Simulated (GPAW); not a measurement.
Crystal: MnS.

```
Mn S
1.0
     0.00000    2.60450    2.60450
     2.60450    0.00000    2.60450
     2.60450    2.60450    0.00000
Mn S
1 1
Direct
  0.00000 0.00000 0.00000
  0.50000 0.50000 0.50000
```

Base run:

- Program: GPAW 26.7.0
- Functional: PBEsol
- Potentials or basis: PAW data sets generated in the run's folder for this functional
- Cutoff: 600 eV
- Basis: pw
- k mesh: 9 × 9 × 9
- Occupations: fermi-dirac, width 0.05 eV
- Spin: collinear spin, ferromagnetic start
- Starting moments: [4.0, 0.0] μB

Its results: pressure -7.2 GPa; net moment 4.66 μB per cell; site moments Mn +4.12; S +0.10 μB.

Problem. The run is repeated on the same cell with these changes: functional from PBEsol to BLYP. What comes out?

Solution. Pressure 1.2 GPa; net moment 4.62 μB per cell; site moments Mn +4.09; S +0.12 μB.

BLYP binds less tightly than PBEsol, so the same cell stands under more pressure.

Caveats: a cell with one magnetic atom can't hold antiferromagnetic order, which such compounds often take.

Not every run made on this cell is shown here.
